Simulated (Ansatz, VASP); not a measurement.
## One calculation of BP, two programs

```xyz
2
Lattice="0.0000 2.3363 2.2683 2.2683 0.0000 2.2683 2.2683 2.3363 0.0000" Properties=species:S:1:pos:R:3 pbc="T T T"
B     0.0000    0.0000    0.0000
P     3.4024    3.5045    3.4024
```

Change from the starting cell: strain +0.0300 x Voigt [0, 1, 0, 0, 0, 0], atoms carried along.

Alike in both runs: task single point; functional r2SCAN; k mesh 10 × 10 × 10; occupations gaussian, width 0.05 eV; no spin polarisation.

|  | VASP | Ansatz |
| --- | --- | --- |
| version | VASP 6.6.1 | Ansatz 0.2.0 |
| potentials or method | VASP PAW PBE potentials, release 64 (B, P) | scalar-relativistic, plane waves, PAW |
| plane-wave cutoff (eV) | 520 | 500 |
| valence electrons in the cell | 8 | 8 |

```tsv
	VASP	Ansatz	Ansatz less VASP
gap on the k mesh at the Fermi level (eV)	1.25	1.22	-0.029
least direct gap on the mesh (eV)	3.44	3.40	-0.039
pressure (GPa)	-5.2	-4.7	+0.48
largest component of the traceless stress (GPa)	5.76	5.74	-0.025
```

Caveats: the PAW data sets were made with another functional, which shifts forces and pressure a little (VASP). A k mesh can miss the band edges.
